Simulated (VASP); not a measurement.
Crystal: EuO.

```
Eu O
1.0
     0.00000    2.57195    2.57195
     2.57195    0.00000    2.57195
     2.57195    2.57195    0.00000
Eu O
1 1
Direct
  0.50000 0.50000 0.50000
  0.00000 0.00000 0.00000
```

The cell was built by a generator and isn't the measured one.

Base run:

| Item | Value |
| --- | --- |
| Program | VASP 6.6.1 |
| Functional | PBE |
| Potentials or basis | VASP PAW PBE potentials, release 64 (Eu, O) |
| Cutoff | 520 eV |
| k mesh | 6 × 6 × 6 |
| Occupations | gaussian, width 0.05 eV |
| Spin | collinear spin, ferromagnetic start |
| Starting moments | [7.0, 0.0] μB |
| Hubbard terms | Eu f U = 2 eV |

Its results: pressure -2.4 GPa; site moments Eu +6.65; O -0.10 μB.

The run is repeated on the same cell with these changes: further incar settings from ALGO = Normal; EDIFF = 1e-07 to ALGO = Fast; EDIFF = 1e-06; NBANDS = 22; fixed moment from none to 4 μB. What comes out?

Pressure -6.2 GPa; site moments Eu +4.24; O -0.07 μB.

Caveats: a cell with one magnetic atom can't hold antiferromagnetic order, which such compounds often take; the moment is held away from its start (some runs); the total moment is fixed, so each spin has its own Fermi level (some runs).
